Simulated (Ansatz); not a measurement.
## The polar optical mode of AlP at 18 GPa, worked through

Computed with DFT LDA, scalar-relativistic, plane waves, PAW (Ansatz). Settings: 420 eV plane-wave cutoff, Γ-centred 10×10×10 mesh, fixed occupations. No spin polarisation. Phonons by linear response, acoustic sum rule imposed.

The cell, relaxed at 18 GPa:
```
CELL_PARAMETERS angstrom
0.00000 2.58607 2.58607
2.58607 0.00000 2.58607
2.58607 2.58607 0.00000
ATOMIC_POSITIONS crystal
Al 0.00000 0.00000 0.00000
P 0.75000 0.75000 0.75000
```

Linear response gives ν_TO = 524.9 cm⁻¹, Born charges ±2.132 e (positive on Al) and ε∞ = 8.331. The primitive cell holds 34.590 Å³, and the masses are 26.982 and 30.974 amu.

Question: Find ν_LO and the static dielectric constant.

Answer: The long-wave field adds a restoring force: ω_LO² − ω_TO² = Z*²e²/(ε_vac ε∞ μV). In these units ν_LO² − ν_TO² = 4.92064×10⁷ Z*²/(μ V ε∞) cm⁻², with μ = m₁m₂/(m₁ + m₂) = 14.420 amu: 53847 cm⁻². So ν_LO = √(524.9² + 53847) = 573.9 cm⁻¹, and the run gives 573.9. Lyddane–Sachs–Teller then gives ε0 = ε∞ (ν_LO/ν_TO)² = 9.96, against 9.96 in the run (it forms both from the same three quantities, so the match checks the arithmetic only). Between ν_TO and ν_LO the dielectric function is negative and an undamped crystal reflects fully: a reststrahlen band from 17.4 to 19.1 μm.

Question: What do the Clausius–Mossotti polarisability and the Szigeti charge come to?

Answer: With the Lorentz local field, α = (3V/4π)(ε∞ − 1)/(ε∞ + 2) = 5.86 Å³ for the pair, and e_S = 3Z*/(ε∞ + 2) = 0.62 e. The Born charge includes the electrons' response to the dipole's own local field, and e_S takes that enhancement out. The Lorentz field assumes point-like polarisable ions, a poor picture once ε∞ is this large, since the electron clouds then overlap or are shared, so both numbers are formal here.

Question: How strongly does a slow electron couple to the LO mode?

Answer: For one isotropic parabolic band, Fröhlich's constant is α_F = (1/ε∞ − 1/ε0) √(m* Ry/ħω_LO), with Ry = 13.606 eV, ħω_LO = 71.2 meV and m* in free-electron masses: α_F = 0.0196 × 13.83 × √m* = 0.27 √m*. The band mass isn't part of this run; for m* = 0.1, 0.3 and 1 it gives 0.09, 0.15, 0.27. In weak coupling the polaron lies α_F ħω_LO below the band edge (11 meV at m* = 0.3) with a mass m*(1 + α_F/6); past α_F of about 5 or 6 that expansion fails. A semilocal functional's ε∞ tends to be too large, which taken alone lowers α_F.

Cost: 1 run of about 0.61 core-minutes, on Intel Xeon Processor @ 2.70GHz (shared hosts).

AlP emerges here as a mainly covalent, moderately polar crystal. The ions add little to the screening: the dielectric constant rises only from 8.331 to 9.96 when the lattice is free to follow the field. The stiffness of the optical mode comes mostly from short-range forces in the directed sp³ bonds, helped by the light masses of both atoms. The long-range field adds a smaller term, because the valence electrons screen the dipoles set up by the Born charges. Those charges measure how polarisation changes as the atoms move, so ±2.132 e is not a static charge transfer.

The same small gap between electronic and static screening keeps the Fröhlich coupling weak for all three trial masses. Electrons in AlP, however, occupy anisotropic valleys near X, where intervalley and acoustic scattering also matter, so weak polar coupling alone does not imply high mobility. Nor does a real zone-centre frequency show that zinc blende is the stable phase at 18 GPa, as AlP is known to transform to a NiAs-type structure under compression.
